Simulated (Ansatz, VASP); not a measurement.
SiC in VASP and in Ansatz

POSCAR

```
SiC
1.0
    0.0000000000      2.1780497564      2.1780497564
    2.1780497564      0.0000000000      2.1780497564
    2.1780497564      2.1780497564      0.0000000000
Si C
1 1
Direct
    0.2500000000      0.2500000000      0.2500000000
    0.0000000000      0.0000000000      0.0000000000
```

The input INCAR.step1:

```
  ALGO = Normal
  EDIFF = 1E-5
  ENCUT = 520
  GGA = PE
  ISIF = 2
  ISMEAR = 0
  LASPH = T
  LCHARG = F
  LREAL = F
  LWAVE = T
  NBANDS = 11
  NELM = 80
  PREC = Accurate
  SIGMA = 0.01
```

The input INCAR.step2:

```
  ALGO = Normal
  EDIFF = 1E-6
  ENCUT = 520
  GGA = PE
  HFSCREEN = 0.2079
  ISIF = 2
  ISMEAR = 0
  ISTART = 1
  LASPH = T
  LCHARG = F
  LHFCALC = T
  LREAL = F
  LWAVE = F
  NBANDS = 11
  NELM = 80
  PREC = Accurate
  PRECFOCK = Normal
  SIGMA = 0.01
```

File KPOINTS:

```
k-points
0
Gamma
  4 4 4
```

Input for Ansatz:

```yaml
crystal:
  lattice:
    - [0.0, 2.1780497564, 2.1780497564]
    - [2.1780497564, 0.0, 2.1780497564]
    - [2.1780497564, 2.1780497564, 0.0]
  atoms:
    - { symbol: Si, position: [0.25, 0.25, 0.25] }
    - { symbol: C, position: [0.0, 0.0, 0.0] }
kpoints:
  mp_grid: { grid: [4, 4, 4] }
hamiltonian:
  xc: hse06
scf:
  occupations: { method: fixed }
  n_extra_bands: 4
output:
  forces: true
  stress: true
  eigenvalues: true
  write_density: true
  write_potential: true
  elf: true
  volumetric_format: npy
```

The cell is a database's computed one.

Alike in both runs: task single point; functional HSE06; k mesh 4 × 4 × 4; no spin polarisation.

```csv
,VASP,Ansatz
version,VASP 6.6.1,Ansatz 0.2.0
potentials or method,"VASP PAW PBE potentials, release 64 (Si, C)","plane waves, PAW"
plane-wave cutoff (eV),520,420
occupations,"gaussian, width 0.01 eV",fixed
valence electrons in the cell,8,8
```

|  | VASP | Ansatz | Ansatz less VASP |
| --- | --- | --- | --- |
| gap on the k mesh at the Fermi level (eV) | 2.24 | 2.23 | -0.009 |
| pressure (GPa) | -1.2 | -0.7 | +0.45 |

Ansatz warned: «stress_exchange_threshold_loose».

Caveats: the k mesh is coarse (spacing up to 0.62 Å⁻¹), so the values aren't converged, least of all with exact exchange; the PAW data sets were made with another functional, which shifts forces and pressure a little (VASP). A k mesh can miss the band edges.
